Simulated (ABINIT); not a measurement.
A run of ABINIT 10.8.3 (patched build) is set up as follows.

Contents of run.abi:

```
pp_dirpath "./"
pseudos "S.upf, Mg.upf"

acell 3.6792887145 3.6792887145 3.6792887145 Angstrom
rprim
     0.0000000000     0.7071067812     0.7071067812
     0.7071067812     0.0000000000     0.7071067812
     0.7071067812     0.7071067812     0.0000000000
ntypat 2
znucl 16 12
natom 2
typat 1 2
xred
     0.5000000000     0.5000000000     0.5000000000
     0.0000000000     0.0000000000     0.0000000000

ecut 40.0

kptopt 1
ngkpt 7 7 7
nshiftk 1
shiftk 0.0 0.0 0.0

ixc 11

nband 12
occopt 3
tsmear 0.05 eV

nstep 100
tolvrs 1.0e-10

iomode 3
prtwf 0
prtden 0
prteig 0
prtebands 0
enunit 2
```

Potentials or basis: PseudoDojo NC SR PBE v0.4.1 standard.

Command:

```console
$ abinit run.abi > log 2>&1
```

Problem. Estimate the pressure.

Solution. 1.1 GPa.

Problem. What does it give for the band gap on the k mesh?

Solution. 3.00 eV, indirect (least direct gap 3.71 eV).

Caveat: an odd mesh through Γ misses points on the zone boundary, where band edges often lie. As with any semilocal functional, this PBE gap is likely too small.
